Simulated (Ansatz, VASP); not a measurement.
# Cross-check of SnTe2 between VASP and Ansatz, part 2 of 2

One calculation is typed for both programs; each brings its own data sets. How far apart do they land? The cell is generated by rule, not measured, and may not be a known phase. The two relaxations start from unlike cells of this crystal (the structure described is Ansatz's start), so only their ends are compared.

VASP 6.6.1 and Ansatz 0.2.0.

So far: Set-up; Ansatz: relaxation of cell and atoms, PBE; VASP: relaxation of cell and atoms, PBE.

**3. VASP: relaxation of cell and atoms, PBE (continued)**

Level of this step: PBE; plane waves and PAW (Sn_d, Te); invented cell (VASP).

Numbers of over 12 decimals in the logs are rounded to 6 here.

From OUTCAR (step 3):

```text
ion  position               nearest neighbor table
   1  0.000  0.000  0.000-   4 2.85   4 2.85   3 2.85   3 2.85
   2  0.500  0.500  0.500-   5 2.85   5 2.85   6 2.85   6 2.85
   3  0.000  0.500  0.843-   1 2.85   1 2.85
   4  0.500  0.000  0.157-   1 2.85   1 2.85
   5  0.000  0.500  0.343-   2 2.85   2 2.85
   6  0.500  0.000  0.657-   2 2.85   2 2.85

  LATTYP: Found a simple tetragonal cell.
 ALAT       =     4.4144746410
 C/A-ratio  =     2.5827363759

 Subroutine GETGRP returns: Found 16 space group operations
 (whereof  8 operations were pure point group operations)

The static configuration has the point symmetry D_2d.
 The point group associated with its full space group is D_4h.

 Found     60 irreducible k-points:

   k-points           NKPTS =     60   k-points in BZ     NKDIM =     60   number of bands    NBANDS=     32

   dimension x,y,z NGX =    32 NGY =   32 NGZ =   84
   dimension x,y,z NGXF=    64 NGYF=   64 NGZF=  168

   ENCUT  =  500.0 eV  36.75 Ry    6.06 a.u.   8.05  8.05 20.79*2*pi/ulx,y,z

   NELECT =      52.0000    total number of electrons

 k-points in reciprocal lattice and weights: Automatic mesh
   0.00000000  0.00000000  0.00000000       0.003
   0.12500000  0.00000000  0.00000000       0.010
   0.25000000  0.00000000  0.00000000       0.010
   0.37500000  0.00000000  0.00000000       0.010
   0.50000000  0.00000000  0.00000000       0.005
   0.12500000  0.12500000  0.00000000       0.010
   0.25000000  0.12500000  0.00000000       0.021
   0.37500000  0.12500000  0.00000000       0.021
   0.50000000  0.12500000  0.00000000       0.010
[...]
0.50000000  0.37500000  0.50000000       0.010
   0.50000000  0.50000000  0.50000000       0.003

 average (electrostatic) potential at core
       1-102.9668       2-102.9668       3 -89.7573       4 -89.7573       5 -89.7573
       6 -89.7573

 E-fermi :   4.6325

 k-point     1 :       0.0000    0.0000    0.0000
  band No.  band energies     occupation
    ...
     23       3.2927      2.00000
     24       3.3525      2.00000
     25       4.2108      2.01107
     26       4.6561      0.80208
     27       4.6561      0.80208
     28       5.5584     -0.00000
     29       5.8854     -0.00000
     30       6.0260     -0.00000
     31       7.6081     -0.00000
     32       7.6081     -0.00000

 k-point     2 :       0.1250    0.0000    0.0000
  band No.  band energies     occupation
    ...
     22       3.0332      2.00000
     23       3.3652      2.00000
     24       3.3744      2.00000
     25       4.0136      2.00011
     26       4.6431      0.91065
     27       4.9213     -0.06012
     28       5.6422     -0.00000
     29       6.1798     -0.00000
     30       6.4330     -0.00000
     31       7.6122     -0.00000
    ...

 k-point     3 :       0.2500    0.0000    0.0000
  band No.  band energies     occupation
    ...
     22       2.5164      2.00000
     23       3.1857      2.00000
     24       3.5707      2.00000
     25       3.7113      2.00000
     26       4.5859      1.38317
     27       5.0597     -0.01007
     28       5.6436     -0.00000
     29       6.5869     -0.00000
     30       7.5926     -0.00000
     31       7.6715     -0.00000
    ...

  Total        0.0228122      0.0267924      0.0267924     -0.0000000      0.0000000      0.0000000
  in kB        0.1620651      0.1903417      0.1903417     -0.0000000      0.0000000      0.0000000
  external PRESSURE =       0.1809162 kB  Pullay stress =       0.0000000 kB

  energy-cutoff  :      500.00
  volume of cell :      225.52
      direct lattice vectors                 reciprocal lattice vectors
     0.000000000 -3.086865079 -3.086865079     0.000000000 -0.161976629 -0.161976629
    -0.000000000  3.086865079 -3.086865079    -0.000000000  0.161976629 -0.161976629
    11.833758126  0.000000000  0.000000000     0.084504009  0.000000000  0.000000000

 POSITION                                       TOTAL-FORCE (eV/Angst)
 -----------------------------------------------------------------------------------
      0.00000     -0.00000     -0.00000         0.000000     -0.000000     -0.000000
      5.91688      0.00000     -3.08687         0.000000      0.000000      0.000000
     10.02459      1.54343     -1.54343         0.001490      0.000000     -0.000000
      1.80917     -1.54343     -1.54343        -0.001490     -0.000000     -0.000000
      4.10771      1.54343     -1.54343         0.001490      0.000000     -0.000000
      7.72605     -1.54343     -1.54343        -0.001490     -0.000000      0.000000
 -----------------------------------------------------------------------------------
    total drift:                                0.000000      0.000000     -0.000000

  FREE ENERGIE OF THE ION-ELECTRON SYSTEM (eV)
  ---------------------------------------------------
  free  energy   TOTEN  =       -20.7522206757 eV

  energy  without entropy=      -20.7549316958  energy(sigma->0) =      -20.75312435

 reached required accuracy - stopping structural energy minimisation

 total charge
# of ion       s       p       d       tot
------------------------------------------
    1        1.162   1.027  10.004  12.193
    2        1.162   1.027  10.004  12.193
    3        1.404   1.916   0.024   3.344
    4        1.404   1.916   0.024   3.344
    5        1.404   1.916   0.024   3.344
    6        1.404   1.916   0.024   3.344
--------------------------------------------------
tot          7.940   9.717  20.103  37.760

[... 3 further parts left out ...]
```

CONTCAR:

```
SnTe2
   1.00000000000000
     0.0000000000000000   -3.0868650792768166   -3.0868650792768166
    -0.0000000000000000    3.0868650792768166   -3.0868650792768166
    11.8337581261851650    0.0000000000000000    0.0000000000000000
  Sn              Te
     2     4
Direct
     0.0000000000000000    0.0000000000000000    0.0000000000000000
     0.5000000000000000    0.5000000000000000    0.5000000000000000
     0.0000000000000000    0.5000000000000000    0.8471179250320231
     0.5000000000000000    0.0000000000000000    0.1528820748679751
     0.0000000000000000    0.5000000000000000    0.3471179251320249
     0.5000000000000000    0.0000000000000000    0.6528820749679769
```

The run keeps the 16 symmetry operations of its start, so it cannot find a distortion of lower symmetry.

**4. Comparison**

Known differences besides the potentials themselves: the data sets hold 92 valence electrons in Ansatz (on its default PAW (the set named soft_2) files) and 52 in VASP; the cutoff is 420 eV in Ansatz and 500 eV in VASP; Ansatz adds a Pulay correction to the stress that steers its cell, VASP none. Total energies have different zeros and are not compared.

The two programs side by side:

```csv
quantity,Ansatz,VASP,difference
volume (Å³),226.06,225.52,+0.24 %
"edge a after relaxation, in the typed setting (Å)",4.367,4.365,+0.03 %
"edge c after relaxation, in the typed setting (Å)",11.854,11.834,+0.17 %
```

**5. What came out**

| Property | Result |
| --- | --- |
| difference in volume (relaxation of cell and atoms, PBE) | 0.24 % |

**Reading.** The difference in volume is 0.24 % (relaxation of cell and atoms, PBE), within the 1.2 % picked in this series as the mark of a large difference, as far as the stopping tolerances let one tell. The data sets hold unlike numbers of valence electrons (92 in Ansatz and 52 in VASP), so part of the differences comes from the potentials. How closely two codes agree says nothing of how well the functional describes the real material.

[Lines on the potential files, build, host, timing and source positions are cut from VASP's logs without a mark.]

[Logs are printed without paths, hosts, clocks, repeated set-up lines and the standing remarks that a program may print on its own settings, such as how far it seeks lower states.]

[Hosts, paths, dates, database ids (printed as entryN), source tags and the programs' standing remarks are cut or masked in the printed files.]
